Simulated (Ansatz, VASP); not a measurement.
**One calculation of GaAs, two programs**

```
Ga As
1.0
     0.00000    2.69595    2.69595
     2.69595    0.00000    2.69595
     2.69595    2.69595    0.00000
Ga As
1 1
Direct
  0.00000 0.00000 0.00000
  0.50000 0.50000 0.50000
```

Alike in both runs: functional PBE; k mesh 18 × 18 × 18; occupations gaussian, width 0.1 eV; no spin polarisation.

Ansatz relaxed the structure, and its values are those at the end. VASP's run is a single point on that final structure, the one shown.

|  | VASP | Ansatz |
| --- | --- | --- |
| version | VASP 6.6.1 | Ansatz 0.2.0 |
| potentials or method | VASP PAW PBE potentials, release 64 (Ga_d, As) | scalar-relativistic, plane waves, PAW |
| plane-wave cutoff (eV) | 520 | 420 |
| valence electrons in the cell | 18 | 28 |

|  | VASP | Ansatz | Ansatz less VASP |
| --- | --- | --- | --- |
| gap on the k mesh at the Fermi level (eV) | none | none | - |
| pressure (GPa) | 0.2 | 0.0 | -0.17 |

A gap of «none» marks a metal or a gap that the smearing closes. The two sets of potentials don't hold the same shells in valence.
